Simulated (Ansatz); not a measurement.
# Bi2Se3: the cost of one run

Computed with Ansatz 0.2.0 (DFT PBE, scalar-relativistic, unless a step's input says otherwise).

**1. The structure to begin with**

The structure is trigonal, space group R-3m (No. 166). Conventional cell: a = 4.143 Å, b = 4.143 Å, c = 28.636 Å, α = 90.00°, β = 90.00°, γ = 120.00°. Bi (site symmetry 3m) is surrounded by 6 Se at 2.85 to 3.07 Å. Se (site symmetry -3m) has 6 Bi at 3.07 Å as nearest neighbours. Around Se (site symmetry 3m) lie 3 Bi at 2.85 Å.

Structure file:

```
Bi Se
1.0
     2.07150    1.19598    9.54533
    -2.07150    1.19598    9.54533
     0.00000   -2.39196    9.54533
Bi Se
2 3
Direct
  0.40080 0.40080 0.40080
  0.59920 0.59920 0.59920
  0.00000 0.00000 0.00000
  0.21170 0.21170 0.21170
  0.78830 0.78830 0.78830
```

Atoms are numbered in the order of the input: Bi1, Bi2, Se3, Se4, Se5.

**2. After the deformation**

Space group R-3m before, R-3m after.

**3. Full-potential LAPW**

input.yaml reads:

```yaml
crystal:
  lattice:
    - [2.0714992968, 1.1959806766, 9.8316899]
    - [-2.0714992968, 1.1959806766, 9.8316899]
    - [0.0, -2.3919613533, 9.8316899]
  atoms:
    - { symbol: Bi, position: [0.4008, 0.4008, 0.4008] }
    - { symbol: Bi, position: [0.5992, 0.5992, 0.5992] }
    - { symbol: Se, position: [0.0, 0.0, 0.0] }
    - { symbol: Se, position: [0.2117, 0.2117, 0.2117] }
    - { symbol: Se, position: [0.7883, 0.7883, 0.7883] }
kpoints:
  mp_grid: { grid: [6, 6, 6] }
  band_path:
    path:
      - [0.0, 0.0, 0.0]
      - [0.5, 0.5, 0.5]
      - [0.8234682508, 0.1765317492, 0.5]
      - [0.5, -0.1765317492, 0.1765317492]
      - [0.5, 0.0, 0.0]
      - [0.0, 0.0, 0.0]
      - [0.3382658746, -0.3382658746, 0.0]
      - [0.6617341254, 0.0, 0.3382658746]
      - [0.5, 0.0, 0.5]
    npoints: 5
scf:
  occupations: { method: fermi_dirac, width: 0.03 }
hamiltonian:
  xc: pbe
  pseudopotentials: { kind: all_electron, lapw: { basis_error: 0.0005 } }
output:
  forces: true
  stress: true
  eigenvalues: true
```

Command:

```sh
$ ansatz run input.yaml --threads 2 --pin off --max-ram 6144MiB --backend cpu --events-out ev --progress --plain --runs-dir out
```

What time and memory should one allow on 2 threads of Arm Neoverse V2, shared host?

About 58 s, with a peak of 0.81 GiB.
